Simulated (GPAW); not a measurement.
# BeS (F-43m) in GPAW: single point with PBE

Aim: the single point of BeS with PBE.

All numbers are computed with GPAW 26.7.0; they aren't measurements. Logs are shortened: lines on timing, memory, paths and dates and some standing lists are left out, and cuts for length are marked. The log counts tension as positive stress, the text compression.

## 1. The structure

Symmetry: F-43m, No. 216, cubic system. Conventional cell: a = 4.850 Å, b = 4.850 Å, c = 4.850 Å, α = 90.00°, β = 90.00°, γ = 90.00°. S (site symmetry -43m) has 4 Be at 2.10 Å as nearest neighbours. Be (site symmetry -43m) is surrounded by 4 S at 2.10 Å.

## 2. Single point, PBE

Contents of run.py:

```python
from ase.dft.bandgap import bandgap
from ase.io import write
from ase.spacegroup import crystal
from ase.units import GPa
from gpaw import GPAW, PW

# S 4c
# Be 4a
atoms = crystal(['S', 'Be'],
                basis=[[0.25, 0.25, 0.25],
                       [0.0, 0.0, 0.0]],
                spacegroup=216, setting=1,  # F-43m
                cellpar=[4.85, 4.85, 4.85, 90.0, 90.0, 90.0],
                primitive_cell=True)

calc = GPAW(mode=PW(550),
            xc='PBE',
            kpts={'size': (8, 8, 8), 'gamma': True},
            occupations={'name': 'fermi-dirac', 'width': 0.05},
            setups={'S': 'v3'},
            nbands=-7,
            maxiter=120,
            txt='gpaw.txt')
atoms.calc = calc
energy = atoms.get_potential_energy()
forces = atoms.get_forces()
stress = atoms.get_stress()
calc.write('gs.gpw')
write('result.traj', atoms)
print(f'Energy: {energy:.6f} eV')
print('Forces (eV/A):')
print(forces.round(4))
print('Stress (GPa):', (stress / GPa).round(3))
print('Fermi level:', round(calc.get_fermi_level(), 4), 'eV')
print(f'Gap: {bandgap(calc)[0]:.4f} eV, direct: {bandgap(calc, direct=True)[0]:.4f} eV')
```

Potentials or basis: GPAW PAW data sets (gpaw-data 1.2.1), newer versions, pw.

The run is started by

```console
OMP_NUM_THREADS=1 python run.py
```

gpaw.txt:

```text
__  _  _
 | _ |_)|_||  |
 |__||  | ||/\| - 26.7.0

Input parameters:
  mode=PW(ecut=550.0),
  kpts=MonkhorstPack(size=(8, 8, 8), gamma=True),
  maxiter=120,
  nbands=-7,
  occupations=Occupations(name='fermi-dirac', width=0.05),
  setups={'S': 'v3'},
  xc=XC(name='PBE')

Diagonalizing LCAO Hamiltonian
Converting LCAO to pw mode

           S

       Be

Atoms  # Å, Bohr magnetons
|   | symbol |        x |        y |        z |    initial magnetic moments |
|---|--------|----------|----------|----------|-----------------------------|
| 0 |      S | 1.212500 | 1.212500 | 1.212500 | ( 0.0000,  0.0000,  0.0000) |
| 1 |     Be | 0.000000 | 0.000000 | 0.000000 | ( 0.0000,  0.0000,  0.0000) |

Unit cell  # Å
| periodic |        x |        y |        z |  lengths |    angles |
|----------|----------|----------|----------|----------|-----------|
|      yes | 0.000000 | 2.425000 | 2.425000 | 3.429468 | 60.000000 |
|      yes | 2.425000 | 0.000000 | 2.425000 | 3.429468 | 60.000000 |
|      yes | 2.425000 | 2.425000 | 0.000000 | 3.429468 | 60.000000 |

Number of symmetries: 24
Symmetry operations  # r_c * U_cc + t_c -> r_c
|    | kind |            matrix            |
|----|------|------------------------------|
|  0 |  E   |  1, 0, 0,  0, 1, 0,  0, 0, 1 |
|  1 |  σ   |  1, 0, 0,  0, 0, 1,  0, 1, 0 |
|  2 |  σ   |  1, 0,-1,  0, 1,-1,  0, 0,-1 |
|  3 |  C3  |  1, 0,-1,  0, 0,-1,  0, 1,-1 |
|  4 |  C3  |  1,-1, 0,  0,-1, 1,  0,-1, 0 |
|  5 |  σ   |  1,-1, 0,  0,-1, 0,  0,-1, 1 |
|  6 |  σ   |  0, 1, 0,  1, 0, 0,  0, 0, 1 |
|  7 |  C3  |  0, 1, 0,  0, 0, 1,  1, 0, 0 |
|  8 |  C2  |  0, 1,-1,  1, 0,-1,  0, 0,-1 |
|  9 |  S4  |  0, 1,-1,  0, 0,-1,  1, 0,-1 |
| 10 |  C3  |  0, 0, 1,  1, 0, 0,  0, 1, 0 |
| 11 |  σ   |  0, 0, 1,  0, 1, 0,  1, 0, 0 |
| 12 |  S4  |  0, 0,-1,  1, 0,-1,  0, 1,-1 |
| 13 |  C3  |  0, 0,-1,  0, 1,-1,  1, 0,-1 |
| 14 |  S4  |  0,-1, 1,  1,-1, 0,  0,-1, 0 |
| 15 |  C2  |  0,-1, 1,  0,-1, 0,  1,-1, 0 |
| 16 |  C3  |  0,-1, 0,  1,-1, 0,  0,-1, 1 |
| 17 |  S4  |  0,-1, 0,  0,-1, 1,  1,-1, 0 |
| 18 |  S4  | -1, 1, 0, -1, 0, 1, -1, 0, 0 |
| 19 |  C3  | -1, 1, 0, -1, 0, 0, -1, 0, 1 |
| 20 |  C3  | -1, 0, 1, -1, 1, 0, -1, 0, 0 |
| 21 |  S4  | -1, 0, 1, -1, 0, 0, -1, 1, 0 |
| 22 |  σ   | -1, 0, 0, -1, 1, 0, -1, 0, 1 |
| 23 |  C2  | -1, 0, 0, -1, 0, 1, -1, 1, 0 |

BZ-sampling:
  Number of BZ points: 512
  Number of IBZ points: 29

  Monkhorst-Pack size: [8, 8, 8]
  Monkhorst-Pack shift: [0.0625, 0.0625, 0.0625]

K-points  # in reciprocal-cell coordinates
|     |                                coordinates |     weight |
|-----|--------------------------------------------|------------|
|   0 | (  0.00000000,   0.00000000,   0.00000000) | 0.00195312 |
|   1 | (  0.12500000,   0.12500000,   0.00000000) | 0.01171875 |
|   2 | (  0.12500000,   0.12500000,   0.12500000) | 0.01562500 |
|   3 | (  0.25000000,   0.12500000,   0.12500000) | 0.02343750 |
|   4 | (  0.25000000,   0.25000000,   0.00000000) | 0.01171875 |
|   5 | (  0.25000000,   0.25000000,   0.12500000) | 0.04687500 |
|   6 | (  0.25000000,   0.25000000,   0.25000000) | 0.01562500 |
|   7 | (  0.37500000,   0.25000000,  -0.37500000) | 0.04687500 |
|   8 | (  0.37500000,   0.25000000,   0.12500000) | 0.04687500 |
|   9 | (  0.37500000,   0.25000000,   0.25000000) | 0.04687500 |
| ... |                                            |            |
|  28 | (  0.50000000,   0.50000000,   0.50000000) | 0.00781250 |

Plane wave coefficients: 869
Cutoff: 550.0 eV

Spin-components: 1 (collinear spins)
Bands:           11
Projectors:      8
Spin-degeneracy: 2
Datatype:        complex128

Parallelization:
  kpt:    1
  domain: 1
  band:   1

Density:
  Valence electrons: 8.0
  Components: 1
  Grid points: [20 20 20]
  Charge: 0.0  # |e|

Potential:
  Grid points: [20 20 20]

species:
  S:
    name:    Sulfur
    Z:       16.0
    valence: 6
    core:    10
    charge:  0.0  # [|e|]
    compensation charges:
      type: gauss
      rc: 0.26  # [Å]
      lmax: 2
    cutoffs:
      filter: 2.13  # [Å]
      core: 1.67  # [Å]
    projectors
    | kind |    occ | energy [eV] | rcut [Å] |
    |------|--------|-------------|----------|
    |   3s |  2.000 |     -17.256 |    1.217 |
    |   3p |  4.000 |      -7.009 |    0.953 |
    |    s |        |       9.955 |    1.217 |
    |    p |        |      20.203 |    0.953 |
    |    d |        |       0.000 |    0.847 |

    Using partial waves for S as LCAO basis

  Be:
    name:    Beryllium
    Z:       4.0
    valence: 2
    core:    2
    charge:  0.0  # [|e|]
    compensation charges:
      type: gauss
      rc: 0.25  # [Å]
      lmax: 2
    cutoffs:
      filter: 1.42  # [Å]
      core: 1.77  # [Å]
    projectors
    | kind |    occ | energy [eV] | rcut [Å] |
    |------|--------|-------------|----------|
    |   2s |  2.000 |      -5.610 |    0.794 |
    |   2p |  0.000 |      -2.018 |    0.794 |
    |    s |        |      21.602 |    0.794 |

    Using partial waves for Be as LCAO basis

Reference energy: -11256.706138  # eV

eigensolver:
  PPCG
  Converge bands: occupied
  niter=2

density mixing:
  MSR1-Mixer
  Pratt-step length: 0.05
  Maximum mixing coefficient: 0.75
  Old densities: 10
  SVD Regularization: 0.005
  Good broyden scale: 1.0
  Trust region scale: 1.0
  Backstep threshold: 4.0
  History deletion threshold: 6.0
  Fourier metric: weight=20.0, sigma=0.015

occupation numbers:
  Fermi-Dirac:
    width: 0.0500  # eV

poisson solver:
  ecut: 4400.0  # eV

xc functional:
  name: PBE with 2 nearest neighbor stencil

convergence criteria:
- Maximum [total energy] change in last 3 cyles: 0.0005 eV / valence electron
- Maximum integral of absolute [dens]ity change: 0.0001 electrons / valence electron
- Maximum integral of absolute [eigenst]ate change: 4e-08 eV^2 / valence electron
maximum number of iterations: 120

SCF iterations
|iter     | |      energy | eigst |  dens |
|---------|-|-------------|-------|-------|
|iter:   1| |  -10.014665 | -0.05 |       |
|iter:   2| |  -10.000394 | -2.13 | -0.93 |
|iter:   3| |   -9.892835 | -2.04 | -0.96 |
|iter:   4| |   -9.895698 | -3.04 | -1.57 |
|iter:   5| |   -9.896226c| -4.32 | -2.17 |
|iter:   6| |   -9.896264c| -5.50 | -2.80 |
|iter:   7| |   -9.896265c| -6.94 | -3.70 |
|iter:   8| |   -9.896265c| -8.01c| -4.17c|

Converged in 8 steps
Energy contributions relative to reference atoms: (reference = -11256.706138)

Energy contributions:
  Kinetic:          11.895162
  Coulomb:         -10.847619
  Zero:             -0.069921
  External:          0.000000
  Xc:              -10.873887
  Entropy:          -0.000000
  Spinorbit:         0.000000
  ----------------------------
  Free energy:      -9.896265
  Extrapolated:     -9.896265

dipole moment: (-8.564704, -8.564704, -8.564704)  # |e|*Ang

Fermi level: 6.529
Eigenvalues  # (at kpt = [0.000, 0.000, 0.000])
| band index |      eig [eV] | occ [0-2] |
|------------|---------------|-----------|
|          0 |        -9.060 |     2.000 |
|          1 |         4.641 |     2.000 |
|          2 |         4.641 |     2.000 |
|          3 |         4.641 |     2.000 |
|          4 |        10.285 |     0.000 |
|          5 |        10.285 |     0.000 |
|          6 |        10.285 |     0.000 |
|          7 |        10.520 |     0.000 |
|          8 |        17.308 |     0.000 |
|          9 |        17.308 |     0.000 |
|         10 |        19.536 |     0.000 |

Gap: 3.104 eV
Transition (v -> c):
  (s=0, k=0, n=3, [0.00, 0.00, 0.00]) -> (s=0, k=24, n=4, [0.50, 0.50, 0.00])
Direct/indirect transitions are different
Direct gap: 5.645 eV
Transition at: (s=0, k=0, n=3, [0.00, 0.00, 0.00])

Forces  # eV/Ang
|       x |        y |       z |
|---------|----------|---------|
| 0.00000 | -0.00000 | 0.00000 |  # S    0
| 0.00000 | -0.00000 | 0.00000 |  # Be   1

Stress tensor  # eV/Ang^3
|         x |         y |         z |
|-----------|-----------|-----------|
| -0.013964 |  0.000000 | -0.000000 |
|  0.000000 | -0.013964 |  0.000000 |
| -0.000000 |  0.000000 | -0.013964 |

# Writing to gs.gpw (mode='')
```

Run time: 3.9 s. Hardware: 1 thread of INTEL XEON PLATINUM 8581C at 2.30GHz (Emerald Rapids), shared host; peak memory 0.14 GiB.

The run converged, but some of its settings lie outside the range that counts as converged, so its numbers aren't taken as properties of the crystal.

What came out:

* Free energy: -9.8963 eV
* Pressure: 2.2 GPa
* Band gap on the k mesh: 3.10 eV, indirect (least direct gap 5.64 eV)

Caveat: the cutoff is short for stress and forces, so pressures can be off by a GPa or more.
